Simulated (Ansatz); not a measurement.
# Hf: energy and stress against strain

The task, for Hf: see how energy and stress answer to the strain pattern (0, 0, 1, 0, 0, 0).

Method: DFT PBE, scalar-relativistic, plane waves, PAW, in Ansatz 0.2.0.

1 further run of the same task is left out (set aside as unsound or not needed).

## (1) Starting point

Symmetry: Fm-3m, No. 225, cubic system. Conventional cell: a = 4.440 Å, b = 4.440 Å, c = 4.440 Å, α = 90.00°, β = 90.00°, γ = 90.00°. Hf (site symmetry m-3m) is surrounded by 12 Hf at 3.14 Å.

Coordinates:

```xyz
1
Lattice="0.0000 2.2200 2.2200 2.2200 0.0000 2.2200 2.2200 2.2200 0.0000" Properties=species:S:1:pos:R:3 pbc="T T T"
Hf    0.0000    0.0000    0.0000
```

The cell is taken as given, not relaxed at this level.

## (2) Zero of energy

Reference values: F = -15721.2924 eV; pressure 3.25 GPa; largest force 0.000 eV/Å; gap on the mesh none (metal). It was computed beforehand with the settings of the runs below.

## (3) The scan: energy and stress against strain

The cell is strained by ε times the Voigt pattern (0, 0, 1, 0, 0, 0) (xx, yy, zz, yz, xz, xy; engineering shear), with fractional coordinates fixed (clamped ions). The stress on the pattern is the sum of the stress components weighted by it, tension positive.

## (4) Point ε = -0.0600

input.yaml

```yaml
crystal:
  lattice:
    - [0.0, 2.22, 2.0868]
    - [2.22, 0.0, 2.0868]
    - [2.22, 2.22, 0.0]
  atoms:
    - { symbol: Hf, position: [0.0, 0.0, 0.0] }
basis:
  ecutwfc: 420
kpoints:
  mp_grid: { grid: [18, 18, 18] }
hamiltonian:
  xc: pbe
scf:
  occupations: { method: gaussian, width: 0.15 }
output:
  forces: true
  stress: true
  eigenvalues: true
```

## (5) At ε = 0.0450

Edit input.yaml of step 4 so:

```diff
@@ -2,4 +2,4 @@
   lattice:
-    - [0.0, 2.22, 2.0868]
-    - [2.22, 0.0, 2.0868]
+    - [0.0, 2.22, 2.3199]
+    - [2.22, 0.0, 2.3199]
     - [2.22, 2.22, 0.0]
```

## (6) At ε = -0.0300

Edit input.yaml of step 5 so:

```diff
@@ -2,4 +2,4 @@
   lattice:
-    - [0.0, 2.22, 2.3199]
-    - [2.22, 0.0, 2.3199]
+    - [0.0, 2.22, 2.1534]
+    - [2.22, 0.0, 2.1534]
     - [2.22, 2.22, 0.0]
```

## (7) Point ε = 0.0150

Edit input.yaml of step 6 so:

```diff
@@ -2,4 +2,4 @@
   lattice:
-    - [0.0, 2.22, 2.1534]
-    - [2.22, 0.0, 2.1534]
+    - [0.0, 2.22, 2.2533]
+    - [2.22, 0.0, 2.2533]
     - [2.22, 2.22, 0.0]
```

## (8) Point ε = 0.0600

Edit input.yaml of step 7 so:

```diff
@@ -2,4 +2,4 @@
   lattice:
-    - [0.0, 2.22, 2.2533]
-    - [2.22, 0.0, 2.2533]
+    - [0.0, 2.22, 2.3532]
+    - [2.22, 0.0, 2.3532]
     - [2.22, 2.22, 0.0]
```

## (9) ε = -0.0450

Edit input.yaml of step 8 so:

```diff
@@ -2,4 +2,4 @@
   lattice:
-    - [0.0, 2.22, 2.3532]
-    - [2.22, 0.0, 2.3532]
+    - [0.0, 2.22, 2.1201]
+    - [2.22, 0.0, 2.1201]
     - [2.22, 2.22, 0.0]
```

(Steps that only read results are left out.)

Before running it: what results should come out? Wanted: slope of the stress at ε = 0, from the points at -0.0300, 0 and 0.0150.

**Answer**, as computed:

| quantity | value |
| --- | --- |
| slope of the stress at ε = 0, from the points at -0.0300, 0 and 0.0150 | 151 GPa |

In words: From the stress slope, C33 is about 151 GPa with the ions clamped. The step is wide, so higher orders mix in. The reference stands under 3.2 GPa, so this is no zero-stress constant. The undisturbed cell is not the lowest point: the energy is 4.4 meV/atom lower at ε = 0.0150; the cell was taken as given and not relaxed at this level. Compression costs more than tension: 65.5 against 7.9 meV/atom at the ends. Spin-orbit coupling is left out for Hf.
